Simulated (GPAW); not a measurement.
# AgCl (Chlorargyrite) (Fm-3m) in GPAW: notebook

Aim: see how the results for AgCl (Chlorargyrite) move with the level of theory and the settings. Levels: PBEsol+D3, PBEsol+D3(BJ). Tasks: relaxation of cell and atoms.

Program: GPAW 26.7.0. These are calculated values, not measurements. Logs are shortened: lines on timing, memory, paths and dates and some standing lists are left out, and cuts for length are marked. The log counts tension as positive stress, the text compression.

**1. The structure**

The structure is cubic, space group Fm-3m (No. 225). The conventional cell has a = 5.470 Å, b = 5.470 Å, c = 5.470 Å, α = 90.00°, β = 90.00°, γ = 90.00°. Around Ag (site symmetry m-3m) lie 6 Cl at 2.73 Å. Around Cl (site symmetry m-3m) lie 6 Ag at 2.73 Å.

**2. Relaxation of cell and atoms, PBEsol+D3**

Contents of run.py:

```python
from ase import Atoms
from ase.calculators.mixing import SumCalculator
from ase.filters import FrechetCellFilter
from ase.io import write
from ase.optimize import BFGS
from dftd3.ase import DFTD3
from gpaw import GPAW, PW, setup_paths

setup_paths.insert(0, '.')

atoms = Atoms(['Ag', 'Cl'],
              cell=[[0.0, 2.735, 2.735],
                    [2.735, 0.0, 2.735],
                    [2.735, 2.735, 0.0]],
              scaled_positions=[[0.0, 0.0, 0.0],
                                [0.5, 0.5, 0.5]],
              pbc=True)

calc = GPAW(mode=PW(600),
            xc='PBEsol',
            kpts={'size': (8, 8, 8), 'gamma': True},
            occupations={'name': 'fermi-dirac', 'width': 0.05},
            nbands=23,
            convergence={'density': 1e-05, 'forces': 0.0001},
            maxiter=150,
            txt='gpaw.txt')
atoms.calc = SumCalculator([calc, DFTD3(method='pbesol', damping='d3zero')])
opt = BFGS(FrechetCellFilter(atoms), trajectory='relax.traj', logfile='-')
done = opt.run(fmax=0.02, steps=60)
calc.write('gs.gpw')
write('result.traj', atoms)
print('Converged:', done)
print('Cell:', atoms.cell.cellpar().round(4))
print('Volume:', round(atoms.get_volume(), 4))
print(atoms.get_scaled_positions().round(5))
```

Potentials or basis: PAW data sets generated in the run's folder for this functional, pw.

Started as:

```sh
$ gpaw-setup -f PBEsol Ag Cl
$ OMP_NUM_THREADS=1 python run.py
```

gpaw.txt:

```text
__  _  _
 | _ |_)|_||  |
 |__||  | ||/\| - 26.7.0

Input parameters:
  mode=PW(ecut=600.0),
  convergence={'density': 1e-05, 'forces': 0.0001},
  kpts=MonkhorstPack(size=(8, 8, 8), gamma=True),
  maxiter=150,
  nbands=23,
  occupations=Occupations(name='fermi-dirac', width=0.05),
  xc=XC(name='PBEsol')

Diagonalizing LCAO Hamiltonian
Converting LCAO to pw mode

                Cl

       Ag

Atoms  # Å, Bohr magnetons
|   | symbol |        x |        y |        z |    initial magnetic moments |
|---|--------|----------|----------|----------|-----------------------------|
| 0 |     Ag | 0.000000 | 0.000000 | 0.000000 | ( 0.0000,  0.0000,  0.0000) |
| 1 |     Cl | 2.735000 | 2.735000 | 2.735000 | ( 0.0000,  0.0000,  0.0000) |

Unit cell  # Å
| periodic |        x |        y |        z |  lengths |    angles |
|----------|----------|----------|----------|----------|-----------|
|      yes | 0.000000 | 2.735000 | 2.735000 | 3.867874 | 60.000000 |
|      yes | 2.735000 | 0.000000 | 2.735000 | 3.867874 | 60.000000 |
|      yes | 2.735000 | 2.735000 | 0.000000 | 3.867874 | 60.000000 |

Number of symmetries: 48
Symmetry operations  # r_c * U_cc + t_c -> r_c
|    | kind |            matrix            |
|----|------|------------------------------|
|  0 |  σ   |  1, 0, 0,  1, 0,-1,  1,-1, 0 |
|  1 |  C2  |  1, 0, 0,  1,-1, 0,  1, 0,-1 |
|  2 |  E   |  1, 0, 0,  0, 1, 0,  0, 0, 1 |
|  3 |  σ   |  1, 0, 0,  0, 0, 1,  0, 1, 0 |
|  4 |  C4  |  1, 0,-1,  1, 0, 0,  1,-1, 0 |
|  5 |  S6  |  1, 0,-1,  1,-1, 0,  1, 0, 0 |
|  6 |  σ   |  1, 0,-1,  0, 1,-1,  0, 0,-1 |
|  7 |  C3  |  1, 0,-1,  0, 0,-1,  0, 1,-1 |
|  8 |  S6  |  1,-1, 0,  1, 0, 0,  1, 0,-1 |
[... 236 lines left out ...]
Stress tensor  # eV/Ang^3
|        x |        y |        z |
|----------|----------|----------|
| 0.003632 | 0.000000 | 0.000000 |
| 0.000000 | 0.003632 | 0.000000 |
| 0.000000 | 0.000000 | 0.003632 |

Forces  # eV/Ang
|        x |        y |       z |
|----------|----------|---------|
| -0.00000 |  0.00000 | 0.00000 |  # Ag   0
|  0.00000 | -0.00000 | 0.00000 |  # Cl   1

Interpolating wave functions to new cell

                Cl

       Ag

Atoms  # Å, Bohr magnetons
|   | symbol |         x |         y |         z |    initial magnetic moments |
|---|--------|-----------|-----------|-----------|-----------------------------|
| 0 |     Ag | -0.000000 | -0.000000 | -0.000000 | ( 0.0000,  0.0000,  0.0000) |
| 1 |     Cl |  2.728830 |  2.728830 |  2.728830 | ( 0.0000,  0.0000,  0.0000) |

Unit cell  # Å
| periodic |        x |         y |         z |  lengths |    angles |
|----------|----------|-----------|-----------|----------|-----------|
|      yes | 0.000000 |  2.728830 |  2.728830 | 3.859148 | 60.000000 |
[... 284 lines left out ...]
Symmetry operations  # r_c * U_cc + t_c -> r_c
|    | kind |            matrix            |
|----|------|------------------------------|
|  0 |  σ   |  1, 0, 0,  1, 0,-1,  1,-1, 0 |
|  1 |  C2  |  1, 0, 0,  1,-1, 0,  1, 0,-1 |
|  2 |  E   |  1, 0, 0,  0, 1, 0,  0, 0, 1 |
|  3 |  σ   |  1, 0, 0,  0, 0, 1,  0, 1, 0 |
|  4 |  C4  |  1, 0,-1,  1, 0, 0,  1,-1, 0 |
|  5 |  S6  |  1, 0,-1,  1,-1, 0,  1, 0, 0 |
|  6 |  σ   |  1, 0,-1,  0, 1,-1,  0, 0,-1 |
|  7 |  C3  |  1, 0,-1,  0, 0,-1,  0, 1,-1 |
|  8 |  S6  |  1,-1, 0,  1, 0, 0,  1, 0,-1 |
[... 173 lines left out ...]
SCF iterations
|iter     | |      energy | eigst |  dens |force |
|---------|-|-------------|-------|-------|------|
|iter:   1| |   -6.264698 | -1.37 |       |      |
|iter:   2| |   -6.239925 | -3.82 | -1.55 |      |
|iter:   3| |   -6.147275 | -2.78 | -1.60 |      |
|iter:   4| |   -6.146815 | -4.37 | -2.48 |      |
|iter:   5| |   -6.146913c| -4.74 | -2.85 |      |
|iter:   6| |   -6.146913c| -6.43 | -3.70 |      |
|iter:   7| |   -6.146914c| -7.69c| -4.09 |      |
|iter:   8| |   -6.146914c| -8.23c| -4.47 |      |
|iter:   9| |   -6.146914c| -9.55c| -5.59c|      |
|iter:  10| |   -6.146914c|-10.25c| -6.00c|-24.89c|

Converged in 10 steps
Energy contributions relative to reference atoms: (reference = -157065.071766)

Energy contributions:
  Kinetic:          11.426518
  Coulomb:         -10.627612
  Zero:              0.070500
  External:          0.000000
  Xc:               -7.016314
  Entropy:          -0.000013
  Spinorbit:         0.000000
  ----------------------------
  Free energy:      -6.146921
  Extrapolated:     -6.146914
[... 28 lines left out ...]
Gap: 0.704 eV
Transition (v -> c):
  (s=0, k=28, n=11, [0.50, 0.50, 0.50]) -> (s=0, k=0, n=12, [0.00, 0.00, 0.00])
Direct/indirect transitions are different
Direct gap: 3.339 eV
Transition at: (s=0, k=2, n=11, [0.12, 0.12, 0.12])

Stress tensor  # eV/Ang^3
|         x |         y |         z |
|-----------|-----------|-----------|
| -0.013204 |  0.000000 |  0.000000 |
|  0.000000 | -0.013204 | -0.000000 |
|  0.000000 | -0.000000 | -0.013204 |

Forces  # eV/Ang
|       x |        y |        z |
|---------|----------|----------|
| 0.00000 | -0.00000 |  0.00000 |  # Ag   0
| 0.00000 |  0.00000 | -0.00000 |  # Cl   1

Interpolating wave functions to new cell

               Cl

       Ag

Atoms  # Å, Bohr magnetons
|   | symbol |        x |         y |        z |    initial magnetic moments |
|---|--------|----------|-----------|----------|-----------------------------|
| 0 |     Ag | 0.000000 | -0.000000 | 0.000000 | ( 0.0000,  0.0000,  0.0000) |
| 1 |     Cl | 2.697249 |  2.697249 | 2.697249 | ( 0.0000,  0.0000,  0.0000) |

Unit cell  # Å
| periodic |        x |         y |        z |  lengths |    angles |
|----------|----------|-----------|----------|----------|-----------|
|      yes | 0.000000 |  2.697249 | 2.697249 | 3.814486 | 60.000000 |
|      yes | 2.697249 | -0.000000 | 2.697249 | 3.814486 | 60.000000 |
|      yes | 2.697249 |  2.697249 | 0.000000 | 3.814486 | 60.000000 |

Number of symmetries: 48
Symmetry operations  # r_c * U_cc + t_c -> r_c
|    | kind |            matrix            |
|----|------|------------------------------|
|  0 |  σ   |  1, 0, 0,  1, 0,-1,  1,-1, 0 |
|  1 |  C2  |  1, 0, 0,  1,-1, 0,  1, 0,-1 |
|  2 |  E   |  1, 0, 0,  0, 1, 0,  0, 0, 1 |
|  3 |  σ   |  1, 0, 0,  0, 0, 1,  0, 1, 0 |
|  4 |  C4  |  1, 0,-1,  1, 0, 0,  1,-1, 0 |
|  5 |  S6  |  1, 0,-1,  1,-1, 0,  1, 0, 0 |
|  6 |  σ   |  1, 0,-1,  0, 1,-1,  0, 0,-1 |
|  7 |  C3  |  1, 0,-1,  0, 0,-1,  0, 1,-1 |
|  8 |  S6  |  1,-1, 0,  1, 0, 0,  1, 0,-1 |
[... 227 lines left out ...]
Gap: 0.704 eV
Transition (v -> c):
  (s=0, k=28, n=11, [0.50, 0.50, 0.50]) -> (s=0, k=0, n=12, [0.00, 0.00, 0.00])
Direct/indirect transitions are different
Direct gap: 3.328 eV
Transition at: (s=0, k=2, n=11, [0.12, 0.12, 0.12])

Stress tensor  # eV/Ang^3
|         x |         y |         z |
|-----------|-----------|-----------|
| -0.012014 |  0.000000 | -0.000000 |
|  0.000000 | -0.012014 | -0.000000 |
| -0.000000 | -0.000000 | -0.012014 |

Forces  # eV/Ang
|        x |        y |        z |
|----------|----------|----------|
|  0.00000 | -0.00000 |  0.00000 |  # Ag   0
| -0.00000 |  0.00000 | -0.00000 |  # Cl   1

# Writing to gs.gpw (mode='')
```

Run time: 78 s. Hardware: 1 thread of Intel Xeon Platinum 8259CL at 2.50GHz (Skylake/Cascade Lake), shared host; peak memory 0.22 GiB.

Results:

| Property | Result |
| --- | --- |
| Free energy | -6.6958 eV |
| Relaxed volume | 19.62 Å³/atom |
| Relaxed cell | a = 3.814 Å, b = 3.814 Å, c = 3.814 Å, α = 60.00°, β = 60.00°, γ = 60.00° |
| Space group after relaxing (to 0.05 Å) | Fm-3m (No. 225) |
| Energy gained by relaxing | 6.3 meV/atom |
| Ionic steps | 4 |
| Pressure after relaxing | 0.0 GPa |
| Band gap on the k mesh | 0.70 eV, indirect (least direct gap 3.33 eV) |
| Dispersion energy per atom | -0.274 eV |

Step by step:
```csv
step,energy change (eV),largest force (eV/Å),pressure (GPa),volume (Å³)
1,0.0000,0.0000,-2.48,40.92
2,-0.0038,0.0000,-2.11,40.64
3,-0.0124,0.0000,0.18,39.13
4,-0.0126,0.0000,-0.01,39.25
```

Final structure:
```cif
data_structure
_symmetry_space_group_name_H-M 'P 1'
_symmetry_Int_Tables_number 1
_cell_length_a 3.8145
_cell_length_b 3.8145
_cell_length_c 3.8145
_cell_angle_alpha 60.000
_cell_angle_beta 60.000
_cell_angle_gamma 60.000
_cell_volume 39.25
loop_
_atom_site_label
_atom_site_type_symbol
_atom_site_fract_x
_atom_site_fract_y
_atom_site_fract_z
_atom_site_occupancy
Ag1 Ag 0.00000 0.00000 0.00000 1
Cl1 Cl 0.50000 0.50000 0.50000 1
```

Caveat: later steps reuse the first step's grids. A hybrid or GW would open this gap; PBEsol tends to underestimate it.

**3. Relaxation of cell and atoms, PBEsol+D3(BJ)**

Changes to run.py since step 2:

```diff
@@ -26,3 +26,3 @@
             txt='gpaw.txt')
-atoms.calc = SumCalculator([calc, DFTD3(method='pbesol', damping='d3zero')])
+atoms.calc = SumCalculator([calc, DFTD3(method='pbesol', damping='d3bj')])
 opt = BFGS(FrechetCellFilter(atoms), trajectory='relax.traj', logfile='-')
```

Potentials or basis: PAW data sets generated in the run's folder for this functional, pw.

Started as:

```sh
$ gpaw-setup -f PBEsol Ag Cl
$ OMP_NUM_THREADS=1 python run.py
```

gpaw.txt:

```text
__  _  _
 | _ |_)|_||  |
 |__||  | ||/\| - 26.7.0

Input parameters:
  mode=PW(ecut=600.0),
  convergence={'density': 1e-05, 'forces': 0.0001},
  kpts=MonkhorstPack(size=(8, 8, 8), gamma=True),
  maxiter=150,
  nbands=23,
  occupations=Occupations(name='fermi-dirac', width=0.05),
  xc=XC(name='PBEsol')

Diagonalizing LCAO Hamiltonian
Converting LCAO to pw mode

                Cl

       Ag

Atoms  # Å, Bohr magnetons
|   | symbol |        x |        y |        z |    initial magnetic moments |
|---|--------|----------|----------|----------|-----------------------------|
| 0 |     Ag | 0.000000 | 0.000000 | 0.000000 | ( 0.0000,  0.0000,  0.0000) |
| 1 |     Cl | 2.735000 | 2.735000 | 2.735000 | ( 0.0000,  0.0000,  0.0000) |

Unit cell  # Å
[... 834 lines left out ...]

Atoms  # Å, Bohr magnetons
|   | symbol |        x |         y |        z |    initial magnetic moments |
|---|--------|----------|-----------|----------|-----------------------------|
| 0 |     Ag | 0.000000 | -0.000000 | 0.000000 | ( 0.0000,  0.0000,  0.0000) |
| 1 |     Cl | 2.689072 |  2.689072 | 2.689072 | ( 0.0000,  0.0000,  0.0000) |

Unit cell  # Å
| periodic |         x |        y |        z |  lengths |    angles |
|----------|-----------|----------|----------|----------|-----------|
|      yes | -0.000000 | 2.689072 | 2.689072 | 3.802922 | 60.000000 |
|      yes |  2.689072 | 0.000000 | 2.689072 | 3.802922 | 60.000000 |
|      yes |  2.689072 | 2.689072 | 0.000000 | 3.802922 | 60.000000 |

Number of symmetries: 48
Symmetry operations  # r_c * U_cc + t_c -> r_c
|    | kind |            matrix            |
|----|------|------------------------------|
|  0 |  σ   |  1, 0, 0,  1, 0,-1,  1,-1, 0 |
|  1 |  C2  |  1, 0, 0,  1,-1, 0,  1, 0,-1 |
|  2 |  E   |  1, 0, 0,  0, 1, 0,  0, 0, 1 |
|  3 |  σ   |  1, 0, 0,  0, 0, 1,  0, 1, 0 |
|  4 |  C4  |  1, 0,-1,  1, 0, 0,  1,-1, 0 |
|  5 |  S6  |  1, 0,-1,  1,-1, 0,  1, 0, 0 |
|  6 |  σ   |  1, 0,-1,  0, 1,-1,  0, 0,-1 |
|  7 |  C3  |  1, 0,-1,  0, 0,-1,  0, 1,-1 |
|  8 |  S6  |  1,-1, 0,  1, 0, 0,  1, 0,-1 |
[... 234 lines left out ...]
Stress tensor  # eV/Ang^3
|         x |         y |         z |
|-----------|-----------|-----------|
| -0.015905 |  0.000000 | -0.000000 |
|  0.000000 | -0.015905 |  0.000000 |
| -0.000000 |  0.000000 | -0.015905 |

Forces  # eV/Ang
|        x |        y |       z |
|----------|----------|---------|
| -0.00000 | -0.00000 | 0.00000 |  # Ag   0
|  0.00000 | -0.00000 | 0.00000 |  # Cl   1

# Writing to gs.gpw (mode='')
```

Wall time 78 s (1 thread of Intel Xeon Platinum 8259CL at 2.50GHz (Skylake/Cascade Lake), shared host); peak memory 0.22 GiB.

Results:

| Quantity | Value |
| --- | --- |
| Free energy | -6.7541 eV |
| Relaxed volume | 19.44 Å³/atom |
| Relaxed cell | a = 3.803 Å, b = 3.803 Å, c = 3.803 Å, α = 60.00°, β = 60.00°, γ = 60.00° |
| Space group after relaxing (to 0.05 Å) | Fm-3m (No. 225) |
| Energy gained by relaxing | 9.1 meV/atom |
| Ionic steps | 4 |
| Pressure after relaxing | 0.0 GPa |
| Band gap on the k mesh | 0.71 eV, indirect (least direct gap 3.36 eV) |
| Dispersion energy per atom | -0.305 eV |

The path:
```csv
step,energy change (eV),largest force (eV/Å),pressure (GPa),volume (Å³)
1,0.0000,0.0000,-2.89,40.92
2,-0.0052,0.0000,-2.49,40.59
3,-0.0179,0.0000,0.25,38.73
4,-0.0182,0.0000,-0.02,38.89
```

Final structure:
```yaml
crystal:
  lattice:
    - [0.00000, 2.68907, 2.68907]
    - [2.68907, 0.00000, 2.68907]
    - [2.68907, 2.68907, 0.00000]
  atoms:
    - { symbol: Ag, position: [0.00000, 0.00000, 0.00000] }
    - { symbol: Cl, position: [0.50000, 0.50000, 0.50000] }
```

Caveat: later steps reuse the first step's grids. PBEsol gaps usually lie below the measured ones, often by a third to a half.
